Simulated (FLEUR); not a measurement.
TiSi2:

```
Ti Si
1.0
     0.00000    4.11752    4.26290
     2.38951    0.00000    4.26290
     2.38951    4.11752    0.00000
Ti Si
2 4
Direct
  0.75000 0.75000 0.75000
  0.50000 0.50000 0.50000
  0.41257 0.08743 0.41257
  0.08743 0.41257 0.08743
  0.16257 0.83743 0.16257
  0.83743 0.16257 0.83743
```

The cell is a database's computed one.

| Quantity | Value |
| --- | --- |
| Program | FLEUR MaX-R8.1 (later development tree) |
| Task | single point |
| Functional | PBE |
| Potentials or basis | all-electron |
| Basis | FLAPW |
| Kmax | 4.54 1/bohr |
| k mesh | 7 × 7 × 7 |
| Occupations | fermi-dirac, width 0.05 eV |
| Spin | no spin polarisation |
| Gmax | 14.1 1/bohr |
| Muffin-tin radii | Ti 2.21, Si 2.16 bohr |
| lmax | Ti 9, Si 9 |
| lnonsphr | Ti 9, Si 9 |
| Local orbitals a species | Ti 5, Si 4 |
| Max iterations | 60 |
| Mixing factor | 0.05 |
| Mixer | Anderson |
| Mixer history | 15 |

On this cell: largest force 0.019 eV/Å; band gap on the k mesh none (metal or under the smearing width).

The same run follows on a disturbed copy (atoms moved at random, drawn with an rms of 0.05 Å):

```
Ti Si
1.0
     0.00000    4.11752    4.26290
     2.38951    0.00000    4.26290
     2.38951    4.11752    0.00000
Ti Si
2 4
Direct
  0.72981 0.76601 0.75452
  0.50981 0.49380 0.48812
  0.41190 0.08863 0.40122
  0.08792 0.41584 0.08906
  0.15524 0.85385 0.16462
  0.85264 0.14947 0.82758
```

What does the disturbed cell give?

The energy (extrapolated to zero smearing) moves by +15.1 meV/atom; largest force 1.099 eV/Å; band gap on the k mesh none (metal or under the smearing width).

Forces on the atoms (eV/Å):
```
Ti  -0.944  0.466  0.315
Ti   0.609 -0.106 -0.214
Si   0.195  0.146  0.113
Si   0.048 -0.300  0.302
Si  -0.274  0.035 -0.568
Si   0.366 -0.242  0.053
```
